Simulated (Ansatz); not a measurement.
`N#Cc1ccccn1` + `[F][SnH]([Cl])[Cl]` → `N#[C][Sn]([F])([Cl])[Cl]` + `c1ccncc1` at 500 K and 1 bar (formal exchange of groups at a C–C bond).

Isolated molecules relaxed with PBE0-D4/def2-TZVP in Ansatz; ΔE leaves out vibrations. CCSD(T)/CBS is the MP2 limit (def2-TZVPP, def2-QZVPP) plus CCSD(T) − MP2 in def2-TZVPP, frozen cores. Elements past krypton have def2 core potentials. For Sn outer-core shells are correlated without core-valence functions, which leaves a few kJ/mol of doubt a bond.

```json
{"species": "`N#Cc1ccccn1`", "CCSD(T)/CBS energy (Eh)": "-340.09255", "H − E (kJ/mol)": "274.3", "S (J/(mol·K))": "392.3"}
{"species": "`[F][SnH]([Cl])[Cl]`", "CCSD(T)/CBS energy (Eh)": "-1234.09211", "H − E (kJ/mol)": "65.8", "S (J/(mol·K))": "389.7"}
{"species": "`N#[C][Sn]([F])([Cl])[Cl]`", "CCSD(T)/CBS energy (Eh)": "-1326.22933", "H − E (kJ/mol)": "79.7", "S (J/(mol·K))": "453.6"}
{"species": "`c1ccncc1`", "CCSD(T)/CBS energy (Eh)": "-247.95918", "H − E (kJ/mol)": "268.3", "S (J/(mol·K))": "333.0"}
```

H − E and S are ideal-gas, rigid-rotor, harmonic terms from PBE0-D4/def2-TZVP. 1 Eh = 2625.50 kJ/mol, R = 8.31446 J/(mol·K).

By hand: ΔE, ΔH, ΔS and ΔG.

ΔE = (-1326.22933) + (-247.95918) − (-340.09255) − (-1234.09211) = -0.00385 Eh = -10.1 kJ/mol. Δ(H − E) = 79.7 + 268.3 − 274.3 − 65.8 = 7.9, so ΔH = -2.2 kJ/mol. ΔS = 453.6 + 333.0 − 392.3 − 389.7 = 4.6 J/(mol·K). ΔG = -2.2 − 500 × (4.6)/1000 = -4.5 kJ/mol.

By hand: the equilibrium constant, and the temperature at which ΔG would vanish if ΔH and ΔS stayed fixed.

log₁₀ K = −ΔG/(RT ln 10) = 0.5. ΔH and −TΔS have one sign here, so there is no such temperature. One of them is within its doubt of zero, so this could turn.

TΔS isn't small against ΔH here. The sign of ΔG lies within the doubt. A doubt of 5 kJ/mol in ΔE shifts log₁₀ K by 0.5 here. These are equilibria of isolated gas molecules and say nothing of rates. Largest T1 diagnostic: 0.013 (customary marks: 0.02 for closed shells, 0.045 for open ones).
